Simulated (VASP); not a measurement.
# RbBr in VASP 6.6.1, single-point calculation

INCAR

```
NSW = 0
SIGMA = 0.01
ENCUT = 520
PREC = Accurate
IMIX = 1
LCHARG = .FALSE.
ALGO = Normal
EDIFF = 1E-7
ISIF = 2
NBANDS = 15
LREAL = .FALSE.
ISMEAR = 0
NELM = 80
AMIX = 0.1
LWAVE = .FALSE.
LMAXMIX = 4
LASPH = .TRUE.
METAGGA = R2SCAN
IBRION = -1
```

KPOINTS

```
KPOINTS created by Atomic Simulation Environment
0
Gamma
6 6 6
0 0 0
```

POSCAR

```
Rb Br
 1.0000000000000000
     3.9884027084999998    0.0000000000000000    0.0000000000000000
     0.0000000000000000    3.9884027084999998    0.0000000000000000
     0.0000000000000000    0.0000000000000000    3.9884027084999998
 Rb  Br
   1   1
Cartesian
  0.0000000000000000  0.0000000000000000  0.0000000000000000
  1.9942013542499999  1.9942013542499999  1.9942013542499999
```

The recommended PBE PAW datasets give the neutral cell 16 valence electrons.

Command

```
mpirun -np 1 vasp_std
```

OSZICAR

```
N       E                     dE             d eps       ncg     rms          rms(c)
DAV:   1     0.465252387862E+02    0.46525E+02   -0.70735E+03   600   0.965E+02
DAV:   2    -0.312378999548E+02   -0.77763E+02   -0.71798E+02   799   0.170E+02
DAV:   3    -0.355038100712E+02   -0.42659E+01   -0.42461E+01   843   0.402E+01
DAV:   4    -0.355920364058E+02   -0.88226E-01   -0.88202E-01   787   0.529E+00
DAV:   5    -0.355938185988E+02   -0.17822E-02   -0.17822E-02   880   0.528E-01    0.261E+00
DAV:   6    -0.312483127815E+02    0.43455E+01   -0.81913E-01   949   0.615E+00    0.249E+00
DAV:   7    -0.311941712625E+02    0.54142E-01   -0.15487E-02   719   0.993E-01    0.222E+00
DAV:   8    -0.311554789923E+02    0.38692E-01   -0.79061E-03   747   0.514E-01    0.205E+00
DAV:   9    -0.311274105586E+02    0.28068E-01   -0.57594E-03   775   0.441E-01    0.187E+00
DAV:  10    -0.311072548654E+02    0.20156E-01   -0.38270E-03   740   0.371E-01    0.172E+00
...
DAV:  68    -0.310641117809E+02   -0.39674E-06   -0.24782E-08   342   0.155E-03    0.739E-03
DAV:  69    -0.310641121155E+02   -0.33457E-06   -0.20986E-08   300   0.143E-03    0.674E-03
DAV:  70    -0.310641123975E+02   -0.28199E-06   -0.17676E-08   300   0.131E-03    0.614E-03
DAV:  71    -0.310641126347E+02   -0.23728E-06   -0.14953E-08   314   0.120E-03    0.560E-03
DAV:  72    -0.310641128342E+02   -0.19951E-06   -0.12582E-08   307   0.110E-03    0.511E-03
DAV:  73    -0.310641130018E+02   -0.16756E-06   -0.10636E-08   300   0.102E-03    0.467E-03
DAV:  74    -0.310641131427E+02   -0.14085E-06   -0.89433E-09   300   0.931E-04    0.426E-03
DAV:  75    -0.310641132605E+02   -0.11787E-06   -0.75506E-09   300   0.857E-04    0.389E-03
DAV:  76    -0.310641133594E+02   -0.98867E-07   -0.63551E-09   300   0.785E-04
   1 F= -.31064113E+02 E0= -.31064113E+02  d E =-.980738E-78
```

From OUTCAR

```
k-points           NKPTS =     20   k-points in BZ     NKDIM =     20   number of bands    NBANDS=     15

   NELECT =      16.0000    total number of electrons

   dimension x,y,z NGX =    30 NGY =   30 NGZ =   30
   dimension x,y,z NGXF=    60 NGYF=   60 NGZF=   60

  energy-cutoff  :      520.00
  volume of cell :       63.44
      direct lattice vectors                 reciprocal lattice vectors
     3.988402708  0.000000000  0.000000000     0.250726938  0.000000000  0.000000000
     0.000000000  3.988402708  0.000000000     0.000000000  0.250726938  0.000000000
     0.000000000  0.000000000  3.988402708     0.000000000  0.000000000  0.250726938

 k-points in reciprocal lattice and weights: KPOINTS created by Atomic Simulation Env
   0.00000000  0.00000000  0.00000000       0.005
   0.16666667  0.00000000  0.00000000       0.028
   0.33333333  0.00000000  0.00000000       0.028
   0.50000000  0.00000000  0.00000000       0.014
   0.16666667  0.16666667  0.00000000       0.056
   0.33333333  0.16666667  0.00000000       0.111
   0.50000000  0.16666667  0.00000000       0.056
   0.33333333  0.33333333  0.00000000       0.056
   ...

 E-fermi :  -0.3947

 k-point     1 :       0.0000    0.0000    0.0000
  band No.  band energies     occupation
      1     -26.2870      2.00000
      2     -13.7696      2.00000
      3      -9.7041      2.00000
      4      -9.7041      2.00000
      5      -9.7041      2.00000
      6      -0.6783      2.00000
      7      -0.6783      2.00000
      8      -0.6783      2.00000
      9       4.7330      0.00000
     10       5.4511      0.00000
     11       5.4511      0.00000
     12      10.4597      0.00000
     13      10.4597      0.00000
     14      10.4597      0.00000
     15      13.2659      0.00000

 k-point     2 :       0.1667    0.0000    0.0000
  band No.  band energies     occupation
      1     -26.2788      2.00000
      2     -13.7718      2.00000
      3      -9.7435      2.00000
      4      -9.6867      2.00000
      5      -9.6867      2.00000
      6      -1.2505      2.00000
      7      -0.7084      2.00000
      8      -0.7084      2.00000
      9       5.4278      0.00000
     10       5.6850      0.00000
     11       6.1966      0.00000
     12      10.3265      0.00000
     13      10.3265      0.00000
     14      10.6418      0.00000
     15      11.8461      0.00000

 k-point     3 :       0.3333    0.0000    0.0000
  band No.  band energies     occupation
      1     -26.2623      2.00000
      2     -13.7802      2.00000
      3      -9.8069      2.00000
      4      -9.6514      2.00000
      5      -9.6514      2.00000
      6      -2.1368      2.00000
      7      -0.7713      2.00000
      8      -0.7713      2.00000
      9       6.3395      0.00000
     10       6.8262      0.00000
     11       7.7635      0.00000
     12       9.8995      0.00000
     13      10.3030      0.00000
     14      10.3030      0.00000
     15      11.1025      0.00000

 ...

  Total        0.9281612      0.9281612      0.9281612      0.0000000      0.0000000     -0.0000000
  in kB       23.4388866     23.4388866     23.4388866      0.0000000      0.0000000     -0.0000000
  external PRESSURE =      23.4388866 kB  Pullay stress =       0.0000000 kB

 POSITION                                       TOTAL-FORCE (eV/Angst)
 -----------------------------------------------------------------------------------
      0.00000      0.00000      0.00000         0.000000      0.000000      0.000000
      1.99420      1.99420      1.99420         0.000000      0.000000      0.000000
 -----------------------------------------------------------------------------------
    total drift:                                0.000000      0.000000     -0.000000

  FREE ENERGIE OF THE ION-ELECTRON SYSTEM (eV)
  ---------------------------------------------------
  free  energy   TOTEN  =       -31.0641133594 eV

  energy  without entropy=      -31.0641133594  energy(sigma->0) =      -31.06411336
```

It converged. Results: gap between bands v and c on the k mesh 5.26 eV; least direct gap on the k mesh 5.41 eV; pressure 2.3 GPa. Band v is the last that the valence electrons fill when counted band by band, and c is the next.

For comparison, a separate r²SCAN run of the intended cell, on usual settings and not on those above, gives a gap of 5.26 eV on its mesh and a pressure of 2.3 GPa.

The run above took about 4.8 min on one core of a shared host (Intel Xeon Platinum 8488C) and held 0.17 GiB at most.
